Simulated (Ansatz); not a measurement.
**How settings move the results for Cs**

```
CELL_PARAMETERS angstrom
-3.02250 3.02250 3.02250
3.02250 -3.02250 3.02250
3.02250 3.02250 -3.02250
ATOMIC_POSITIONS crystal
Cs 0.00000 0.00000 0.00000
```

Conventional cell: a = 6.045 Å, b = 6.045 Å, c = 6.045 Å, α = 90.00°, β = 90.00°, γ = 90.00°.

Structure: COD 9011010, as refined from experiment and not relaxed.

Spin–orbit coupling is left out, though it moves levels of the heavy atoms by tenths of an eV or more.

These are results of DFT, PBE, PAW with Ansatz's default frozen-core files, scalar-relativistic (Ansatz 0.2.0), not measurements.

Settings: a Γ-centred 9×9×9 k mesh, Fermi–Dirac smearing of 0.05 eV, cutoff 420 eV, no spin polarisation. One setting is then changed at a time.

```
      k mesh  free energy less the base's (meV/atom)  P (GPa)
9×9×9 (base)                                     0.0     0.12
       3×3×3                                   -73.3     0.05
       4×4×4                                    43.7     0.14
       7×7×7                                    -0.6     0.12
    13×13×13                                     1.2     0.12
```
